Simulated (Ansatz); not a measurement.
## What a trial cell of Nb3Sn relaxes into

All numbers below come from Ansatz, DFT PBE, scalar-relativistic, plane waves, PAW. Cutoff 420 eV, Γ-centred k mesh, Gaussian smearing, no spin polarisation in the final step.

Nb3Sn was placed on the TiAl3 (D0_22) structure type (I4/mmm, No. 139), with Sn in place of Ti, Nb in place of Al, at a guessed volume.

```yaml
crystal:
  lattice:
    - [-2.02247, 2.02247, 4.51774]
    - [2.02247, -2.02247, 4.51774]
    - [2.02247, 2.02247, -4.51774]
  atoms:
    - { symbol: Nb, position: [0.50000, 0.50000, 0.00000] }
    - { symbol: Nb, position: [0.25000, 0.75000, 0.50000] }
    - { symbol: Nb, position: [0.75000, 0.25000, 0.50000] }
    - { symbol: Sn, position: [0.00000, 0.00000, 0.00000] }
```

Cell and atoms relax at zero pressure; the relaxation can't lower the symmetry of the start. After a coarse first stage the cell is made exact in the group found at 0.06 Å.

Formation energies are uncorrected and refer to the elements' standard structures at the same level.

Describe the relaxed structure.

It keeps I4/mmm (No. 139). The result has the TiAl3 (D0_22) structure. Conventional cell: a = 4.062 Å, c = 9.222 Å. Nb on Wyckoff site b (1 atom of the primitive cell) has 4 Sn at 2.87 Å and 8 Nb at 3.07 Å; around Nb on Wyckoff site d (2 atoms of the primitive cell) lie 4 Nb at 2.87 Å, 4 Nb at 3.07 Å and 4 Sn at 3.07 Å; Sn has 4 Nb at 2.87 Å and 8 Nb at 3.07 Å.

```xyz
4
Lattice="-2.0311 2.0311 4.6109 2.0311 -2.0311 4.6109 2.0311 2.0311 -4.6109" Properties=species:S:1:pos:R:3 pbc="T T T"
Nb    0.0000    0.0000    4.6109
Nb    2.0311    0.0000    2.3055
Nb    0.0000    2.0311    2.3055
Sn    0.0000    0.0000    0.0000
```

What are its volume, energy, density and gap?

The volume per atom is 19.02 Å³. The density is 8.67 g/cm³. The energy over the elements is 0.00 eV/atom. The gap on the 16×16×16 mesh is 0 eV (a metal).

The final run used a 16×16×16 mesh on its 4-atom cell and 0.10 eV smearing. The k mesh leaves about 4 meV/atom of noise in metals. Symmetry constrained the relaxation, so the result can be a saddle point.

Cost: 3 runs of about 2.3 core-minutes in all, on Intel Xeon Platinum 8488C (Sapphire Rapids) (shared hosts).